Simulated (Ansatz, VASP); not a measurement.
**One calculation of BaZrO3, two programs**

The input INCAR:

```
SYSTEM = BaZrO3
PREC     = Accurate       ! precision mode
ENCUT    = 520            ! plane-wave cutoff, eV
EDIFF    = 1E-6           ! SCF threshold, eV
ISMEAR   = 0              ! smearing method
SIGMA    = 0.02           ! smearing width, eV
LREAL    = .FALSE.        ! projectors in reciprocal space
LASPH    = .TRUE.         ! aspherical terms in the spheres
NELM     = 80             ! most SCF steps
ALGO     = Normal         ! electronic algorithm
ISIF     = 2              ! what is computed and relaxed
LWAVE    = .FALSE.        ! write WAVECAR
LCHARG   = .FALSE.        ! write CHGCAR
GGA      = PE             ! functional
NBANDS   = 28             ! bands
```

The input KPOINTS:

```
Automatic mesh
0
G
  6 6 6
  0 0 0
```

POSCAR

```
BaZrO3
1.0
    4.2268118248      0.0000000000      0.0000000000
    0.0000000000      4.2268118248      0.0000000000
    0.0000000000      0.0000000000      4.2268118248
Ba Zr O
1 1 3
Direct
    0.0000000000      0.0000000000      0.0000000000
    0.5000000000      0.5000000000      0.5000000000
    0.5000000000      0.0000000000      0.5000000000
    0.5000000000      0.5000000000      0.0000000000
    0.0000000000      0.5000000000      0.5000000000
```

Input for Ansatz:

```yaml
crystal:
  lattice:
    - [4.2268118232, 0.0, 0.0]
    - [0.0, 4.2268118232, 0.0]
    - [0.0, 0.0, 4.2268118232]
  atoms:
    - { symbol: Ba, position: [0.0, 0.0, 0.0] }
    - { symbol: Zr, position: [0.5, 0.5, 0.5] }
    - { symbol: O, position: [0.5, 0.0, 0.5] }
    - { symbol: O, position: [0.5, 0.5, 0.0] }
    - { symbol: O, position: [0.0, 0.5, 0.5] }
basis:
  ecutwfc: 420
kpoints:
  mp_grid: { grid: [6, 6, 6] }
  band_path: { path: [VBM, CBM], npoints: 2 }
hamiltonian:
  xc: pbe
scf:
  occupations: { method: gaussian, width: 0.02 }
output:
  forces: true
  stress: true
  eigenvalues: true
checkpoint:
  read: start.run
  write: ck
  compress: false
  write_wavefunctions: false
  write_every: 100000
```

Alike in both runs: task single point; functional PBE; k mesh 6 × 6 × 6; occupations gaussian, width 0.02 eV; no spin polarisation.

```csv
,VASP,Ansatz
version,VASP 6.6.1,Ansatz 0.2.0
potentials or method,"VASP PAW PBE potentials, release 64 (Ba_sv, Zr_sv, O)","scalar-relativistic, plane waves, PAW"
plane-wave cutoff (eV),520,420
valence electrons in the cell,40,40
```

|  | VASP | Ansatz | Ansatz less VASP |
| --- | --- | --- | --- |
| gap on the k mesh at the Fermi level (eV) | 3.13 | 3.18 | +0.047 |
| least direct gap on the mesh (eV) | 3.38 | 3.40 | +0.021 |
| pressure (GPa) | 1.0 | 0.0 | -0.94 |

Caveats: spin-orbit coupling is left out, which moves the levels of the heavy elements. As with any semilocal functional, this PBE gap is likely too small. A k mesh can miss the band edges.
